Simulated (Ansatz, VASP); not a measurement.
## Pd in VASP and in Ansatz

The input INCAR:

```
PREC = Accurate
ENCUT = 600
EDIFF = 1E-6
ISMEAR = -1
SIGMA = 0.05
LREAL = False
LASPH = True
NELM = 60
ALGO = Normal
ISIF = 3
LWAVE = False
LCHARG = False
GGA = RP
IVDW = 12
IBRION = 2
NSW = 60
EDIFFG = -0.01
```

The input KPOINTS:

```
Automatic mesh
0
Gamma
  12 12 12
```

The input POSCAR:

```
Pd
1.0
   -1.5722810000      1.5722810000      1.5722810000
    1.5722810000     -1.5722810000      1.5722810000
    1.5722810000      1.5722810000     -1.5722810000
Pd
1
Direct
    0.0000000000      0.0000000000      0.0000000000
```

File input.yaml:

```yaml
crystal:
  lattice:
    - [-1.572281, 1.572281, 1.572281]
    - [1.572281, -1.572281, 1.572281]
    - [1.572281, 1.572281, -1.572281]
  atoms:
    - { symbol: Pd, position: [0.0, 0.0, 0.0] }
hamiltonian:
  xc: rpbe
  pseudopotentials: { kind: paw }
  dispersion: d3bj
kpoints:
  mp_grid: { grid: [12, 12, 12] }
scf:
  occupations: { method: fermi_dirac, width: 0.05 }
output:
  forces: true
  stress: true
  eigenvalues: true
relax:
  f_tol: 0.01
  max_steps: 40
  cell: { stress_tol: 0.05 }
```

This isn't the form of Pd at room conditions, which is fcc.

Alike in both runs: task relaxation of cell and atoms; functional RPBE; dispersion D3(BJ); k mesh 12 × 12 × 12; occupations fermi-dirac, width 0.05 eV; no spin polarisation.

|  | VASP | Ansatz |
| --- | --- | --- |
| version | VASP 6.6.1 | Ansatz 0.2.0 |
| potentials or method | VASP PAW PBE potentials, release 64 (Pd) | Ansatz PAW |
| plane-wave cutoff (eV) | 600 | 420 |
| valence electrons in the cell | 10 | 18 |

Ansatz gave:

```
gap on the k mesh at the Fermi level, each at its own relaxed structure (eV) : none
relaxed volume (Å³/atom)                                                     : 12.97
relaxed cell length with the largest relative difference (Å)                 : 2.563
energy change over the relaxation (meV/atom)                                 : -350
```

Problem. Estimate VASP's values.

Solution. gap on the k mesh at the Fermi level, each at its own relaxed structure (eV): none; relaxed volume (Å³/atom): 12.94; relaxed cell length with the largest relative difference (Å): 2.562; energy change over the relaxation (meV/atom): -357.

A gap of «none» marks a metal or a gap that the smearing closes. The two sets of potentials don't hold the same shells in valence.

Caveats: the volume moved by over 15 % at a fixed basis, so the end points are rough; pairwise dispersion overbinds metals, which lowers pressure and volume; the PAW data sets were made with another functional, which shifts forces and pressure a little (VASP); the plane-wave basis is chosen anew once the cell has moved, so the energies of steps on either side of that aren't comparable (Ansatz); the PAW data sets come from PBE, with cores solved anew for the run's functional, which leaves a small shift of forces and pressure (Ansatz).
